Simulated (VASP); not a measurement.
# C in VASP: a series of runs

Runs on C. Level: PBE. Tasks: single point.

Program: VASP 6.6.1. These are calculated values, not measurements. Logs are shortened: lines on timing, memory, paths and dates and some standing lists are left out, and cuts for length are marked.

## 1. Starting point

The cell holds a slab with vacuum, 2 atoms: a = 2.456 Å, b = 2.456 Å, c = 12.000 Å, α = 90.00°, β = 90.00°, γ = 120.00°.

The slab is cut from a database's or a generator's crystal, which needn't be the stable form of the element.

## 2. Single point, PBE

Contents of INCAR:

```
PREC     = Accurate       # precision mode
ENCUT    = 460            # plane-wave cutoff, eV
EDIFF    = 1E-7           # SCF threshold, eV
ISMEAR   = 1              # smearing method
SIGMA    = 0.1            # smearing width, eV
LREAL    = False          # projectors in reciprocal space
LASPH    = True           # aspherical terms in the spheres
NELM     = 120            # most SCF steps
ALGO     = Normal         # electronic algorithm
ISIF     = 2              # what is computed and relaxed
LWAVE    = False          # write WAVECAR
LCHARG   = False          # write CHGCAR
LDIPOL   = True         
IDIPOL   = 3            
DIPOL    = 0.5 0.5 0.500
GGA      = PE             # functional
NBANDS   = 14             # bands
LVHAR    = True         
LVACPOTAV= True
```

Contents of KPOINTS:

```
regular mesh
0
Gamma
  10 10 1
```

Contents of POSCAR:

```
C
1.0
    2.4561701600      0.0000000000      0.0000000000
   -1.2280850800      2.1271057600      0.0000000000
    0.0000000000      0.0000000000     12.0000000000
C
2
Direct
    0.6666666667      0.3333333333      0.5000000000
    0.3333333333      0.6666666667      0.5000000000
```

Potentials or basis: VASP PAW PBE potentials, release 64 (C).

Run with:

```bash
$ cat potpaw_PBE.64/C/POTCAR > POTCAR
$ mpirun -np 1 vasp_std > vasp.out
```

OUTCAR:

```text
PREC = Accurate
   ENCUT = 460
   EDIFF = 1E-7
   ISMEAR = 1
   LREAL = False
   LASPH = True
   NELM = 120
   ISIF = 2
   GGA = PE

 Found     14 irreducible k-points:

 Following reciprocal coordinates:
            Coordinates               Weight
  0.000000  0.000000  0.000000      1.000000
  0.100000  0.000000  0.000000      6.000000
  0.200000  0.000000  0.000000      6.000000
  0.300000  0.000000  0.000000      6.000000
  0.400000  0.000000  0.000000      6.000000
  0.500000  0.000000  0.000000      3.000000
   k-points           NKPTS =     14   k-points in BZ     NKDIM =     14   number of bands    NBANDS=     14
   number of dos      NEDOS =    301   number of ions     NIONS =      2
   total plane-waves  NPLWV =  27216
   dimension x,y,z NGX =    18 NGY =   18 NGZ =   84
   dimension x,y,z NGXF=    36 NGYF=   36 NGZF=  168
   ions per type =               2
   NGX,Y,Z   is equivalent  to a cutoff of  12.18, 12.18, 11.64 a.u.
   NGXF,Y,Z  is equivalent  to a cutoff of  24.37, 24.37, 23.27 a.u.
 SYSTEM =  unknown system
   PREC   = accura    normal or accurate (medium, high low for compatibility)
   ISTART =      0    job   : 0-new  1-cont  2-samecut
   ICHARG =      2    charge: 1-file 2-atom 10-const
   ISPIN  =      1    spin polarized calculation?
   LNONCOLLINEAR =      F non collinear calculations
   LSORBIT =      F    spin-orbit coupling
   LASPH  =      T    aspherical Exc in radial PAW
   ENCUT  =  460.0 eV  33.81 Ry    5.81 a.u.   4.30  4.30 20.99*2*pi/ulx,y,z
   NELM   =    120;   NELMIN=  2; NELMDL= -5     # of ELM steps
   EDIFF  = 0.1E-06   stopping-criterion for ELM
   LREAL  =      F    real-space projection
   EDIFFG = 0.1E-05   stopping-criterion for IOM
   NSW    =      0    number of steps for IOM
   IBRION =     -1    ionic relax: 0-MD 1-quasi-New 2-CG
   NFREE  =      0    steps in history (QN), initial steepest desc. (CG)
   ISIF   =      2    stress and relaxation
   ISYM   =      2    0-nonsym 1-usesym 2-fastsym
   POTIM  = 0.5000    time-step for ionic-motion
   TEBEG  =    0.0;   TEEND  =   0.0 temperature during run
   PSTRESS=    0.0 pullay stress
   NELECT =       8.0000    total number of electrons
   NUPDOWN=      -1.0000    fix difference up-down
   EMIN   =  10.00;   EMAX   =-10.00  energy-range for DOS
   EFERMI =   0.00;   METHOD = LEGACY
   ISMEAR =     1;   SIGMA  =   0.10  broadening in eV -4-tet -1-fermi 0-gaus
   EFERMI_NEDOS =   21; number of points for ismear=-14 and -15
   IALGO  =     38    algorithm
   IMIX   =      4    mixing-type and parameters
     AMIX     =   0.40;   BMIX     =  1.00
     AMIX_MAG =   1.60;   BMIX_MAG =  1.00
  volume/ion in A,a.u.               =      31.35       211.54
  Fermi-wavevector in a.u.,A,eV,Ry     =   0.824192  1.557498  9.242342  0.679293
  Thomas-Fermi vector in A             =   1.935834
   LORBIT       =      0    0 simple, 1 ext, 2 COOP (PROOUT), +10 PAW based schemes
   GGA     = PE    functional components
   LHFCALC =     F    Hartree Fock is set to
   AEXX    =    0.0000 exact exchange contribution
   IVDW    =     0    specifies the selected vdW correction
   LEPSILON=     F    determine dielectric tensor
   LRPA    =     F    only Hartree local field effects (RPA)
 non-spin polarized calculation
 Methfessel and Paxton  Order N= 1 SIGMA  =   0.10
  energy-cutoff  :      460.00
  volume of cell :       62.69
 maximum number of plane-waves:      1439
 NGX is ok and might be reduce to    18
   NGX =  9   NGY =  9   NGZ = 41

 dipolmoment           0.000000      0.000000     -0.000000 electrons x Angstroem

 number of electron       7.9999997 magnetization

 dipolmoment           0.000000      0.000000      0.000000 electrons x Angstroem

 Free energy of the ion-electron system (eV)
  ---------------------------------------------------
  ext. energy  EPLUGINS =         0.00000000
  ---------------------------------------------------
  free energy    TOTEN  =       -18.45612436 eV

  energy without entropy =      -18.45647224  energy(sigma->0) =      -18.45624032

 E-fermi :  -2.6485     XC(G=0):  -3.5804

 val. band max:       -2.7326411733   @ k =   0.3000   0.3000   0.0000
 cond. band min:      -0.6754871333   @ k =   0.3000   0.3000   0.0000
 fundamental gap:      2.0571540400
 Fermi energy:        -2.6484529516

 k-point     1 :       0.0000    0.0000    0.0000
  band No.  band energies     occupation
      1     -21.3163      2.00000
      2      -9.3955      2.00000
      3      -4.7388      2.00000
      4      -4.7388      2.00000
      5       1.4726      0.00000
      6       2.6178      0.00000
      7       3.4662      0.00000
      8       6.5976      0.00000
      9       6.6899      0.00000
     10       6.6899      0.00000
     11       7.8340      0.00000
     12       9.8827      0.00000
     13      11.0650      0.00000
     14      12.8338      0.00000

 k-point     2 :       0.1000    0.0000    0.0000
  band No.  band energies     occupation
      1     -21.0785      2.00000
      2      -9.1111      2.00000
      3      -5.6608      2.00000
      4      -5.2179      2.00000
      5       1.7965      0.00000
      6       2.9421      0.00000
      7       3.7917      0.00000
      8       6.7635      0.00000
      9       6.9137      0.00000
     10       7.6881      0.00000
     11       8.1665      0.00000
     12       9.0674      0.00000
     13      11.5026      0.00000
     14      13.1212      0.00000

 k-point     3 :       0.2000    0.0000    0.0000
  band No.  band energies     occupation
      1     -20.3688      2.00000
      2      -8.2692      2.00000
      3      -7.8534      2.00000
      4      -6.2448      2.00000
      5       2.7677      0.00000
      6       3.9094      0.00000
      7       4.7677      0.00000
      8       6.6255      0.00000
      9       6.9593      0.00000
     10       7.8732      0.00000
     11       9.1282      0.00000
     12      10.2273      0.00000
     13      12.8445      0.00000
     14      13.9405      0.00000

 k-point     4 :       0.3000    0.0000    0.0000
  band No.  band energies     occupation
      1     -19.2001      2.00000
      2     -10.4847      2.00000
      3      -7.2434      2.00000
      4      -6.9160      2.00000
      5       4.1864      0.00000
      6       4.3801      0.00000
      7       5.5684      0.00000
      8       6.1842      0.00000
      9       6.4693      0.00000
     10       9.4193      0.00000
     11      10.7063      0.00000
     12      13.5539      0.00000
     13      14.2491      0.00000
     14      14.9954      0.00000

 k-point     5 :       0.4000    0.0000    0.0000
  band No.  band energies     occupation
      1     -17.6058      2.00000
      2     -13.0785      2.00000
      3      -7.9184      2.00000
      4      -5.2160      2.00000
      5       1.4903      0.00000
      6       5.8913      0.00000
      7       6.6562      0.00000
      8       7.7814      0.00000
      9       8.6863      0.00000
     10      11.4853      0.00000
     11      12.6946      0.00000
     12      12.8996      0.00000
     13      13.7784      0.00000
     14      14.9792      0.00000

 k-point     6 :       0.5000    0.0000    0.0000
  band No.  band energies     occupation
      1     -16.0208      2.00000
      2     -15.0136      2.00000
      3      -8.1536      2.00000
      4      -4.0807      2.00000
      5      -0.0136      0.00000
      6       5.7861      0.00000
      7       9.4120      0.00000
      8       9.5578      0.00000
      9      10.4311      0.00000
     10      10.7175      0.00000
     11      11.5600      0.00000
     12      11.6087      0.00000
     13      13.5672      0.00000
     14      14.6448      0.00000

 [... further k-points ...]

------------------------ aborting loop because EDIFF is reached ----------------------------------------

  FORCE on cell =-STRESS in cart. coord.  units (eV):
  Direction    XX          YY          ZZ          XY          YZ          ZX
  --------------------------------------------------------------------------------------
  -------------------------------------------------------------------------------------
  Total        0.6258331      0.6258331     -0.0467817      0.0000000      0.0000000      0.0000000
  in kB       15.9933822     15.9933823     -1.1955232      0.0000000      0.0000000      0.0000000
  external PRESSURE =      10.2637471 kB  Pullay stress =       0.0000000 kB

 VOLUME and BASIS-vectors are now :
 -----------------------------------------------------------------------------
  energy-cutoff  :      460.00
  volume of cell :       62.69
      direct lattice vectors                 reciprocal lattice vectors
     2.456170160  0.000000000  0.000000000     0.407137916  0.235061185  0.000000000
    -1.228085080  2.127105760  0.000000000     0.000000000  0.470122369  0.000000000
     0.000000000  0.000000000 12.000000000     0.000000000  0.000000000  0.083333333

 POSITION                                       TOTAL-FORCE (eV/Angst)
 -----------------------------------------------------------------------------------
      1.22809      0.70904      6.00000         0.000000     -0.000000      0.000000
     -0.00000      1.41807      6.00000        -0.000000      0.000000      0.000000
 -----------------------------------------------------------------------------------
    total drift:                                0.000000     -0.000000      0.000000

  FREE ENERGIE OF THE ION-ELECTRON SYSTEM (eV)
  ---------------------------------------------------
  free  energy   TOTEN  =       -18.4561243615 eV

  energy  without entropy=      -18.4564722358  energy(sigma->0) =      -18.45624032

 vacuum level on the upper side and lower side of the slab         2.514         2.514
```

Wall time 11 s (1 thread of Intel Xeon Platinum 8488C (Sapphire Rapids), shared host); peak memory 0.15 GiB.

These settings aren't checked as converged: the numbers below hold their error.

What came out:

- Free energy: -18.4561 eV
- Band gap on the k mesh: 2.06 eV, direct
- Ionisation potential of the upper face: 5.25 eV

Caveat: the cutoff is under 1.25 times the usual one of these potentials, so pressure, stress and relaxed cells hold a basis-set (Pulay) error.

## 3. Single point, PBE

This run uses another cell than the first one, of 26.12 Å³/atom, 0.833 times its volume.

INCAR is that of step 2.

Contents of KPOINTS:

```
regular mesh
0
Gamma
  12 12 1
```

POSCAR: that of step 2 with these lines changed.

```diff
@@ -4,3 +4,3 @@
    -1.2280850800      2.1271057600      0.0000000000
-    0.0000000000      0.0000000000     12.0000000000
+    0.0000000000      0.0000000000     10.0000000000
 C
```

Potentials or basis: VASP PAW PBE potentials, release 64 (C).

Run with:

```bash
$ cat potpaw_PBE.64/C/POTCAR > POTCAR
$ mpirun -np 1 vasp_std > vasp.out
```

Run time: 11 s. Hardware: 1 thread of Intel Xeon Platinum 8488C (Sapphire Rapids), shared host; peak memory 0.14 GiB.

These settings aren't checked as converged: the numbers below hold their error.

Results:

```
Free energy                     : -18.4454 eV
Band gap on the k mesh          : none (metal or under the smearing width)
Work function of the upper face : 4.21 eV
Work function of the lower face : 4.21 eV
```

Caveat: the cutoff is under 1.25 times the usual one of these potentials, so pressure, stress and relaxed cells hold a basis-set (Pulay) error.
